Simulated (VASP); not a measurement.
# Al (Fm-3m) in VASP: notebook

The runs below take Al through single point, with LDA.

All numbers are computed with VASP 6.6.1; they aren't measurements. Logs are shortened: lines on timing, memory, paths and dates and some standing lists are left out, and cuts for length are marked.

### 1 The undisturbed crystal

It takes space group Fm-3m (No. 225, cubic). Conventional cell: a = 4.050 Å, b = 4.050 Å, c = 4.050 Å, α = 90.00°, β = 90.00°, γ = 90.00°. Around Al (site symmetry m-3m) lie 12 Al at 2.86 Å.

### 2 Single point, LDA (grid = ENCUT=600 dk=0.27 cell=3x3x3 ISMEAR=1 SIGMA=0.1 LREAL=Auto EDIFF=1e-06)

The input, INCAR:

```
SYSTEM = Al
ALGO = Fast ; EDIFF = 1E-6
ENCUT = 600 ; ISIF = 2
ISMEAR = 1 ; LASPH = .True.
LCHARG = .False. ; LREAL = Auto
LWAVE = .False. ; NBANDS = 68
NELM = 120 ; PREC = Accurate
SIGMA = 0.1
```

The input, KPOINTS:

```
k-points
0
Gamma
  4 4 4
  0 0 0
```

The input, POSCAR:

```
Al
1.0
    0.0000000000      6.0744150000      6.0744150000
    6.0744150000      0.0000000000      6.0744150000
    6.0744150000      6.0744150000      0.0000000000
Al
27
Direct
    0.0000000000      0.0000000000      0.0000000000
    0.0000000000      0.0000000000      0.3333333333
    0.0000000000      0.0000000000      0.6666666667
    0.0000000000      0.3333333333      0.0000000000
    0.0000000000      0.3333333333      0.3333333333
    0.0000000000      0.3333333333      0.6666666667
    0.0000000000      0.6666666667      0.0000000000
    0.0000000000      0.6666666667      0.3333333333
    0.0000000000      0.6666666667      0.6666666667
    0.3333333333      0.0000000000      0.0000000000
    0.3333333333      0.0000000000      0.3333333333
    0.3333333333      0.0000000000      0.6666666667
    0.3333333333      0.3333333333      0.0000000000
    0.3333333333      0.3333333333      0.3333333333
    0.3333333333      0.3333333333      0.6666666667
    0.3333333333      0.6666666667      0.0000000000
    0.3333333333      0.6666666667      0.3333333333
    0.3333333333      0.6666666667      0.6666666667
    0.6666666667      0.0000000000      0.0000000000
    0.6666666667      0.0000000000      0.3333333333
    0.6666666667      0.0000000000      0.6666666667
    0.6666666667      0.3333333333      0.0000000000
    0.6666666667      0.3333333333      0.3333333333
    0.6666666667      0.3333333333      0.6666666667
    0.6666666667      0.6666666667      0.0000000000
    0.6666666667      0.6666666667      0.3333333333
    0.6666666667      0.6666666667      0.6666666667
```

Potentials or basis: VASP PAW LDA potentials, release 64 (Al).

Launch:

```
> cat potpaw_LDA.64/Al/POTCAR > POTCAR
> mpirun -np 1 vasp_std > vasp.out
```

OUTCAR:

```text
SYSTEM = Al
   EDIFF = 1E-6
   ENCUT = 600
   ISIF = 2
   ISMEAR = 1
   LASPH = .True.
   LREAL = Auto
   NELM = 120
   PREC = Accurate

 Found      8 irreducible k-points:

 Following reciprocal coordinates:
            Coordinates               Weight
  0.000000  0.000000  0.000000      1.000000
  0.250000  0.000000  0.000000      8.000000
  0.500000  0.000000  0.000000      4.000000
  0.250000  0.250000  0.000000      6.000000
  0.500000  0.250000  0.000000     24.000000
 -0.250000  0.250000  0.000000     12.000000
   k-points           NKPTS =      8   k-points in BZ     NKDIM =      8   number of bands    NBANDS=     68
   number of dos      NEDOS =    301   number of ions     NIONS =     27
   total plane-waves  NPLWV = 343000
   dimension x,y,z NGX =    70 NGY =   70 NGZ =   70
   dimension x,y,z NGXF=   140 NGYF=  140 NGZF=  140
   ions per type =              27
   NGX,Y,Z   is equivalent  to a cutoff of  13.55, 13.55, 13.55 a.u.
   NGXF,Y,Z  is equivalent  to a cutoff of  27.09, 27.09, 27.09 a.u.
 SYSTEM =  Al
   PREC   = accura    normal or accurate (medium, high low for compatibility)
   ISTART =      0    job   : 0-new  1-cont  2-samecut
   ICHARG =      2    charge: 1-file 2-atom 10-const
   ISPIN  =      1    spin polarized calculation?
   LNONCOLLINEAR =      F non collinear calculations
   LSORBIT =      F    spin-orbit coupling
   LASPH  =      T    aspherical Exc in radial PAW
   ENCUT  =  600.0 eV  44.10 Ry    6.64 a.u.  17.16 17.16 17.16*2*pi/ulx,y,z
   NELM   =    120;   NELMIN=  2; NELMDL= -5     # of ELM steps
   EDIFF  = 0.1E-05   stopping-criterion for ELM
   LREAL  =      T    real-space projection
   EDIFFG = 0.1E-04   stopping-criterion for IOM
   NSW    =      0    number of steps for IOM
[... 5 lines left out ...]
   TEBEG  =    0.0;   TEEND  =   0.0 temperature during run
   PSTRESS=    0.0 pullay stress
   NELECT =      81.0000    total number of electrons
   NUPDOWN=      -1.0000    fix difference up-down
   EMIN   =  10.00;   EMAX   =-10.00  energy-range for DOS
   EFERMI =   0.00;   METHOD = LEGACY
   ISMEAR =     1;   SIGMA  =   0.10  broadening in eV -4-tet -1-fermi 0-gaus
   EFERMI_NEDOS =   21; number of points for ismear=-14 and -15
   IALGO  =     68    algorithm
   IMIX   =      4    mixing-type and parameters
     AMIX     =   0.40;   BMIX     =  1.00
     AMIX_MAG =   1.60;   BMIX_MAG =  1.00
  volume/ion in A,a.u.               =      16.60       112.04
  Fermi-wavevector in a.u.,A,eV,Ry     =   0.925526  1.748991 11.654733  0.856599
  Thomas-Fermi vector in A             =   2.051390
   LORBIT       =      0    0 simple, 1 ext, 2 COOP (PROOUT), +10 PAW based schemes
   GGA     = CA    functional components
   LHFCALC =     F    Hartree Fock is set to
   AEXX    =    0.0000 exact exchange contribution
   IVDW    =     0    specifies the selected vdW correction
   LEPSILON=     F    determine dielectric tensor
   LRPA    =     F    only Hartree local field effects (RPA)
 non-spin polarized calculation
 RMM-DIIS sequential band-by-band and
 Methfessel and Paxton  Order N= 1 SIGMA  =   0.10
  energy-cutoff  :      600.00
  volume of cell :      448.27
 maximum number of plane-waves:     15065
 NGX is ok and might be reduce to    70
   NGX = 35   NGY = 35   NGZ = 35

 number of electron      81.0000000 magnetization

 Free energy of the ion-electron system (eV)
  ---------------------------------------------------
  ext. energy  EPLUGINS =         0.00000000
  ---------------------------------------------------
  free energy    TOTEN  =      -113.14987656 eV

  energy without entropy =     -113.16777824  energy(sigma->0) =     -113.15584378

 E-fermi :   7.5927     XC(G=0): -10.3203

 val. band max:        7.4917089407   @ k =  -0.2500   0.5000   0.2500
 cond. band min:       7.6710659375   @ k =   0.5000   0.2500   0.0000
 fundamental gap:      0.1793569968
 Fermi energy:         7.5926778868

 k-point     1 :       0.0000    0.0000    0.0000
  band No.  band energies     occupation
      1      -3.3301      2.00000
      2      -0.3596      2.00000
      3      -0.3596      2.00000
      4      -0.3596      2.00000
      5      -0.3596      2.00000
      6      -0.3596      2.00000
[... 44 lines left out ...]
     51       8.0783     -0.00000
     52       8.2168     -0.00000

 k-point     2 :       0.2500    0.0000    0.0000
  band No.  band energies     occupation
      1      -3.1426      2.00000
      2      -1.6516      2.00000
      3      -0.6662      2.00000
      4      -0.6662      2.00000
      5      -0.6662      2.00000
      6      -0.1766      2.00000
[... 44 lines left out ...]
     51       9.1221     -0.00000
     52       9.1221     -0.00000

 k-point     3 :       0.5000    0.0000    0.0000
  band No.  band energies     occupation
      1      -2.5816      2.00000
      2      -2.5816      2.00000
      3      -0.6049      2.00000
      4      -0.6049      2.00000
      5      -0.6049      2.00000
      6      -0.6049      2.00000
[... 44 lines left out ...]
     51       9.1821     -0.00000
     52       9.1821     -0.00000

 k-point     4 :       0.2500    0.2500    0.0000
  band No.  band energies     occupation
      1      -3.0802      2.00000
      2      -1.0965      2.00000
      3      -1.0965      2.00000
      4      -1.0965      2.00000
      5      -1.0965      2.00000
      6      -1.0965      2.00000
[... 44 lines left out ...]
     51       9.2547     -0.00000
     52       9.2547     -0.00000

 k-point     5 :       0.5000    0.2500    0.0000
  band No.  band energies     occupation
      1      -2.6438      2.00000
      2      -2.1468      2.00000
      3      -1.6515      2.00000
      4      -1.1580      2.00000
      5      -1.1580      2.00000
      6      -0.1761      2.00000
[... 44 lines left out ...]
     51       9.6824      0.00000
     52      10.1132      0.00000

 k-point     6 :      -0.2500    0.2500    0.0000
  band No.  band energies     occupation
      1      -2.8307      2.00000
      2      -1.8371      2.00000
      3      -1.8371      2.00000
      4      -0.8505      2.00000
      5      -0.8505      2.00000
      6       0.1293      2.00000
[... 44 lines left out ...]
     51       9.5505     -0.00000
     52       9.5505     -0.00000

 [... further k-points ...]

 [bands above 52 left out]

------------------------ aborting loop because EDIFF is reached ----------------------------------------

  FORCE on cell =-STRESS in cart. coord.  units (eV):
  Direction    XX          YY          ZZ          XY          YZ          ZX
  --------------------------------------------------------------------------------------
  -------------------------------------------------------------------------------------
  Total       -9.9109107     -9.9109107     -9.9109107      0.0000000      0.0000000     -0.0000000
  in kB      -35.4226275    -35.4226275    -35.4226275      0.0000000      0.0000000     -0.0000000
  external PRESSURE =     -35.4226275 kB  Pullay stress =       0.0000000 kB

 VOLUME and BASIS-vectors are now :
 -----------------------------------------------------------------------------
  energy-cutoff  :      600.00
  volume of cell :      448.27
      direct lattice vectors                 reciprocal lattice vectors
     0.000000000  6.074415000  6.074415000    -0.082312453  0.082312453  0.082312453
     6.074415000  0.000000000  6.074415000     0.082312453 -0.082312453  0.082312453
     6.074415000  6.074415000  0.000000000     0.082312453  0.082312453 -0.082312453

 POSITION                                       TOTAL-FORCE (eV/Angst)
 -----------------------------------------------------------------------------------
      0.00000      0.00000      0.00000         0.000000      0.000000      0.000000
      2.02480      2.02480      0.00000        -0.000000     -0.000000     -0.000000
      4.04961      4.04961      0.00000         0.000000      0.000000      0.000000
      2.02480      0.00000      2.02480         0.000000     -0.000000      0.000000
      4.04961      2.02480      2.02480        -0.000000     -0.000000     -0.000000
      6.07442      4.04961      2.02480         0.000000     -0.000000     -0.000000
[... 19 lines left out ...]
      6.07442      6.07442      8.09922         0.000000      0.000000     -0.000000
      8.09922      8.09922      8.09922        -0.000000     -0.000000      0.000000
 -----------------------------------------------------------------------------------
    total drift:                                0.000000      0.000000     -0.000000

  FREE ENERGIE OF THE ION-ELECTRON SYSTEM (eV)
  ---------------------------------------------------
  free  energy   TOTEN  =      -113.1498765561 eV

  energy  without entropy=     -113.1677782411  energy(sigma->0) =     -113.15584378
```

OSZICAR:

```text
N       E                     dE             d eps       ncg     rms          rms(c)
DAV:   1     0.100208951292E+03    0.10021E+03   -0.30645E+04  1088   0.107E+03
DAV:   2    -0.102958384990E+03   -0.20317E+03   -0.18939E+03  1288   0.139E+02
DAV:   3    -0.113742825233E+03   -0.10784E+02   -0.10290E+02  1360   0.249E+01
DAV:   4    -0.113914353220E+03   -0.17153E+00   -0.17051E+00  1276   0.328E+00
DAV:   5    -0.113915640428E+03   -0.12872E-02   -0.12870E-02  1248   0.348E-01    0.699E+00
RMM:   6    -0.113450986266E+03    0.46465E+00   -0.61968E-02  1095   0.641E-01    0.402E+00
RMM:   7    -0.113151736430E+03    0.29925E+00   -0.14667E-01  1149   0.973E-01    0.559E-01
RMM:   8    -0.113149769938E+03    0.19665E-02   -0.76768E-03  1183   0.273E-01    0.124E-01
RMM:   9    -0.113149870034E+03   -0.10010E-03   -0.10231E-03  1221   0.128E-01    0.614E-02
RMM:  10    -0.113149883647E+03   -0.13613E-04   -0.16022E-04  1235   0.395E-02    0.141E-01
RMM:  11    -0.113149876063E+03    0.75836E-05   -0.22998E-05  1248   0.190E-02    0.433E-02
RMM:  12    -0.113149876556E+03   -0.49275E-06   -0.51205E-06  1192   0.758E-03
   1 F= -.11314988E+03 E0= -.11315584E+03  d E =0.179017E-01
```

Wall time 6.6 min (1 thread of Intel Xeon Platinum 8488C (Sapphire Rapids), shared host); peak memory 0.56 GiB.

The run converged, but some of its settings lie outside the range that counts as converged, so its numbers aren't taken as properties of the crystal.

Results:

* Free energy: -113.1499 eV
* Pressure: -3.5 GPa
* Band gap on the k mesh: none (metal or under the smearing width)

[end of part 1 of 2]
